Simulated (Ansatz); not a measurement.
MoS2 at several levels of theory

One geometry, relaxed with PBE+D3(BJ), and single points on it; plane waves with PAW potentials in Ansatz, scalar-relativistic unless the row names spin-orbit coupling. Collinear spin, which adds to the cost, in r2SCAN (no moment survived); no spin polarisation in PBE+D3(BJ), LDA. Meshes are on the primitive cell of 3 atoms. Gaps are the least over mesh and band path; pressure is positive in compression. Smearing is Gaussian, 0.10 eV. Rows that don't name D3 lack it, which shows in their pressure.

```cif
data_structure
_symmetry_space_group_name_H-M 'R-3m:H'
_symmetry_Int_Tables_number 166
_cell_length_a 3.1335
_cell_length_b 3.1335
_cell_length_c 17.8767
_cell_angle_alpha 90.000
_cell_angle_beta 90.000
_cell_angle_gamma 120.000
_cell_volume 152.01
loop_
_atom_site_label
_atom_site_type_symbol
_atom_site_symmetry_multiplicity
_atom_site_Wyckoff_symbol
_atom_site_fract_x
_atom_site_fract_y
_atom_site_fract_z
_atom_site_occupancy
Mo1 Mo 3 a 0.00000 0.00000 0.00000 1
S1 S 6 c 0.00000 0.00000 0.75633 1
```

| level | cutoff (eV) | k mesh | gap (eV) | pressure (GPa) | rough cost with bands (core-min) |
| --- | --- | --- | --- | --- | --- |
| PBE+D3(BJ) | 420 | 18×18×18 | 0 | 0.0 | 3 |

Task: What do r2SCAN, LDA give on the same cell?

Result:
```csv
level,cutoff (eV),k mesh,gap (eV),pressure (GPa),rough cost with bands (core-min)
r2SCAN,500,18×18×18,0,3.6,14
LDA,420,18×18×18,0,-3.9,2.7
```

This form isn't the usual stable structure of the compound.